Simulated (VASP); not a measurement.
Wanted: the native input for a VASP 6.6.1 run.

| Quantity | Value |
| --- | --- |
| Task | relaxation of cell and atoms |
| Functional | PBE |
| Potentials or basis | VASP PAW PBE potentials, release 64 (Cd, Te) |
| Cutoff | 600 eV |
| k mesh | 8 × 8 × 8 |
| Occupations | gaussian, width 0.03 eV |
| Spin | no spin polarisation |
| Further INCAR settings | ALGO = Normal; EDIFF = 1e-07; IBRION = 2; EDIFFG = -0.005; NSW = 90; ISIF = 3 |

The structure of CdTe lies in POSCAR:

```
CdTe                                    
1.0
   -0.0000000000      3.3111409341      3.3111409341
    3.3111409341     -0.0000000000      3.3111409341
    3.3111409341      3.3111409341      0.0000000000
  Cd              Te            
     1     1
Direct
     0.0000000000000000    0.0000000000000000    0.0000000000000000
     0.2500000000000000    0.2500000000000000    0.2500000000000000
```

These files were run (other wordings do the same):

INCAR

```
SYSTEM = CdTe
  PREC = Accurate
  ENCUT = 600
  EDIFF = 1E-7
  ISMEAR = 0
  SIGMA = 0.03
  LREAL = .FALSE.
  LASPH = .TRUE.
  NELM = 80
  ALGO = Normal
  ISIF = 3
  LWAVE = .FALSE.
  LCHARG = .FALSE.
  GGA = PE
  IBRION = 2
  NSW = 90
  EDIFFG = -0.005
```

KPOINTS

```
Automatic mesh
0
G
  8 8 8
  0 0 0
```

Potentials or basis: VASP PAW PBE potentials, release 64 (Cd, Te).

Launch:

```console
$ cat potpaw_PBE.64/Cd/POTCAR potpaw_PBE.64/Te/POTCAR > POTCAR
$ mpirun -np 1 vasp_std > vasp.out
```

Results of the run:

```json
{
 "Pressure after relaxing": "0.0 GPa",
 "Band gap on the k mesh": "0.58 eV, direct"
}
```

Caveat: the relaxation stopped at its first step, so nothing moved; spin-orbit coupling is left out, which moves the levels of the heavy elements.

It took 51 s on 1 thread of Intel(R) Xeon(R) Platinum 8488C (Sapphire Rapids), with other jobs on the host, peak memory 0.25 GiB.
